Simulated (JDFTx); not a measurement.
NaF (Villiaumite) under changes of volume

One of the cells (12.487 Å³/atom); the others are scaled copies at fixed shape and fractional positions:

```
Na F
1.0
     0.00000    2.32000    2.32000
     2.32000    0.00000    2.32000
     2.32000    2.32000    0.00000
Na F
1 1
Direct
  0.00000 0.00000 0.00000
  0.50000 0.50000 0.50000
```

```yaml
Program: JDFTx 1.7.0 (patched build)
Functional: LDA
Potentials_or_basis: PseudoDojo-SR-LDA-0.4.1-standard with smoothed tails
Cutoff: 1197 eV
Density_cutoff: 9578 eV
k_mesh: 10 × 10 × 10
Occupations: fermi-dirac, width 0.05 eV
Spin: no spin polarisation
```

```csv
volume (Å³/atom),energy over the lowest point (meV/atom),pressure (GPa),gap on the mesh (eV)
11.738,0.00,-1.7,6.31
11.988,3.42,-2.7,6.19
12.237,8.42,-3.7,6.08
12.487,14.79,-4.5,5.97
12.737,?,?,?
12.987,31.04,-5.9,5.77
13.236,40.65,-6.4,5.68
```

What does the run at 12.737 Å³/atom give?

Energy over the lowest point 22.38 meV/atom; pressure -5.2 GPa; gap on the mesh 5.87 eV.

Worked out: A Birch-Murnaghan fit of order 3 (a polynomial in V^(-2/3)) to the other rows has its minimum at 11.40 Å³/atom, just outside them, with B0 = V·E''(V) = 60 GPa and B' = 4.5. It gives 22.38 meV/atom at 12.737 Å³/atom, against the run's 22.38, and -dE/dV = -5.2 GPa, against -5.2. A straight line through the other rows of the gap, of slope -5.24 eV per unit of ln V (its deformation potential), gives 5.87 eV, against the run's 5.87.

A mesh can miss the band edges.
